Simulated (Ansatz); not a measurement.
Runs of Ansatz 0.2.0 on Te. The structure is trigonal, space group P3_121 (No. 152). Conventional cell: a = 4.454 Å, b = 4.454 Å, c = 5.924 Å, α = 90.00°, β = 90.00°, γ = 120.00°. Te (site symmetry 2) is surrounded by 2 Te at 2.86 Å. 

```csv
task,level,spin,cell,k mesh,smearing,points for each segment of the path,gap on the mesh (eV),pressure (GPa),largest force (eV/Å)
single point,PBE,off,as given,7 × 7 × 5,gaussian 0.025 eV,-,0.63,1.4,0.15
single point,PBE,off,as given,7 × 7 × 5,gaussian 0.024 eV,-,0.63,1.4,0.15
single point,PBE,off,as given,7 × 7 × 5,gaussian 0.027 eV,-,0.63,1.4,0.15
relaxation of cell and atoms,PBEsol,off,relaxed,7 × 7 × 5,fermi-dirac 0.05 eV,-,-,0.0,-
single point,LDA,off,as given,7 × 7 × 5,gaussian 0.02 eV,-,(a),-2.0,0.05
single point,PBE,off,as given,7 × 7 × 5,gaussian 0.023 eV,-,0.63,1.4,0.15
band structure,LDA,"SOC, no magnetisation",as given,5 × 5 × 4,fermi-dirac 0.05 eV,14,-,(b),0.07
single point,PBE,off,as given,7 × 7 × 5,gaussian 0.02 eV,-,0.63,1.4,0.15
```

Alike in all rows: potentials or basis Ansatz PAW; cutoff (eV) 420.

Q: Estimate the missing entries.

A: (a) 0.58; (b) -1.6.

Caveats: odd divisions of the mesh miss points on the zone boundary, where band edges often lie, so the gap on the mesh can be too wide (some runs); spin-orbit coupling is left out, which moves the levels of the heavy elements (some runs); the PAW data sets come from PBE, with cores solved anew for the run's functional, which leaves a small shift of forces and pressure (some runs); the plane-wave basis is chosen anew once the cell has moved, so the energies of steps on either side of that aren't comparable (some runs).

A k mesh can miss the band edges, and rows without SOC leave out spin-orbit coupling on Te.
